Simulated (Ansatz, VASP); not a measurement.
Given: the input of a run of VASP 6.6.1 on Zn.

File INCAR:

```
SYSTEM = Zn
  ALGO = Normal
  EDIFF = 1E-6
  ENCUT = 520
  ISIF = 2
  ISMEAR = -1
  LASPH = .TRUE.
  LCHARG = .TRUE.
  LELF = .TRUE.
  LREAL = .FALSE.
  LVHAR = .TRUE.
  LWAVE = .FALSE.
  NBANDS = 12
  NELM = 60
  PREC = Accurate
  SIGMA = 0.05
```

KPOINTS

```
k-points
0
G
  12 12 12
  0 0 0
```

The input POSCAR:

```
Zn
1.0
   -1.5585062330      1.5585062330      1.5585062330
    1.5585062330     -1.5585062330      1.5585062330
    1.5585062330      1.5585062330     -1.5585062330
Zn
1
Direct
    0.0000000000      0.0000000000      0.0000000000
```

Potentials or basis: VASP PAW LDA potentials, release 64 (Zn).

Launch:

```sh
$ cat potpaw_LDA.64/Zn/POTCAR > POTCAR
$ mpirun -np 1 vasp_std > vasp.out
```

Translate it to Ansatz 0.2.0. Potentials there: all-electron LAPW, scalar-relativistic.

As run (the cutoff follows the program's own potentials):

input.yaml

```yaml
crystal:
  lattice:
    - [-1.558506233, 1.558506233, 1.558506233]
    - [1.558506233, -1.558506233, 1.558506233]
    - [1.558506233, 1.558506233, -1.558506233]
  atoms:
    - { symbol: Zn, position: [0.0, 0.0, 0.0] }
kpoints:
  mp_grid: { grid: [12, 12, 12] }
scf:
  occupations: { method: fermi_dirac, width: 0.05 }
hamiltonian:
  xc: lda
  pseudopotentials: { kind: all_electron, lapw: { basis_error: 0.001 } }
output:
  forces: true
  stress: true
  eigenvalues: true
```

Potentials or basis: all-electron LAPW, scalar-relativistic.

Launch:

```sh
$ ansatz run input.yaml --threads 1 --pin off --max-ram 3072MiB --backend cpu --events-out ev --progress --plain --runs-dir out
```

Both were run:

|  | VASP | Ansatz | Ansatz less VASP |
| --- | --- | --- | --- |
| gap on the k mesh at the Fermi level (eV) | none | none | - |
| pressure (GPa) | -6.8 | -7.3 | -0.46 |

A gap of «none» marks a metal or a gap that the smearing closes. Ansatz ran all-electron here, so the differences hold the error of VASP's frozen core and of both bases.
